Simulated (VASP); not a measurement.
# Os: relaxation of cell and atoms with PBE

The system is Os.

```
Os
1.0
     0.00000    1.91293    1.91293
     1.91293    0.00000    1.91293
     1.91293    1.91293    0.00000
Os
1
Direct
  0.00000 0.00000 0.00000
```

This isn't the form of Os at room conditions, which is hcp.

| Quantity | Value |
| --- | --- |
| Program | VASP 6.6.1 |
| Task | relaxation of cell and atoms |
| Functional | PBE |
| Potentials or basis | VASP PAW PBE potentials, release 64 (Os) |
| Cutoff | 600 eV |
| k mesh | 18 × 18 × 18 |
| Occupations | gaussian, width 0.1 eV |
| Spin | no spin polarisation |
| Further INCAR settings | ALGO = Fast; EDIFF = 1e-07; IBRION = 2; EDIFFG = -0.005; NSW = 90; ISIF = 3 |

The relaxed volume is 14.33 Å³/atom, the relaxed cell is a = 2.727 Å, b = 2.727 Å, c = 2.727 Å, α = 60.00°, β = 60.00°, γ = 60.00° and the space group after relaxing (to 0.05 Å) is Fm-3m (No. 225). The energy gained by relaxing is 9.9 meV/atom, the ionic steps are 4 and the pressure after relaxing is 0.0 GPa. The band gap on the k mesh is none (metal or under the smearing width).

Step by step:
```tsv
step	energy change (eV)	largest force (eV/Å)	pressure (GPa)	volume (Å³)
1	0.0000	0.0000	9.89	14.00
2	0.1492	0.0000	-30.88	15.82
3	-0.0099	0.0000	-0.43	14.35
4	-0.0099	0.0000	-0.01	14.33
```

Final structure:
```cif
data_structure
_symmetry_space_group_name_H-M 'P 1'
_symmetry_Int_Tables_number 1
_cell_length_a 2.7265
_cell_length_b 2.7265
_cell_length_c 2.7265
_cell_angle_alpha 60.000
_cell_angle_beta 60.000
_cell_angle_gamma 60.000
_cell_volume 14.33
loop_
_atom_site_label
_atom_site_type_symbol
_atom_site_fract_x
_atom_site_fract_y
_atom_site_fract_z
_atom_site_occupancy
Os1 Os 0.00000 0.00000 0.00000 1
```

Levels at points of the mesh, in eV from the Fermi level:
```csv
k point,band 1,band 2,band 3,band 4,band 5,band 6,band 7,band 8
"(0.00, 0.00, 0.00)",-10.57,-2.86,-2.86,-2.86,0.08,0.08,14.30,19.98
"(0.50, 0.00, 0.00)",-7.45,-3.01,-3.01,-0.18,2.41,2.41,8.75,13.83
"(0.50, 0.50, 0.00)",-7.32,-6.62,2.34,2.37,3.07,3.07,12.16,12.16
```

Wall time 37 s on 1 thread of Intel(R) Xeon(R) 6975P-C (Granite Rapids) (shared host), peak memory 0.17 GiB.

The run has no spin-orbit coupling, so splittings on Os are missing.
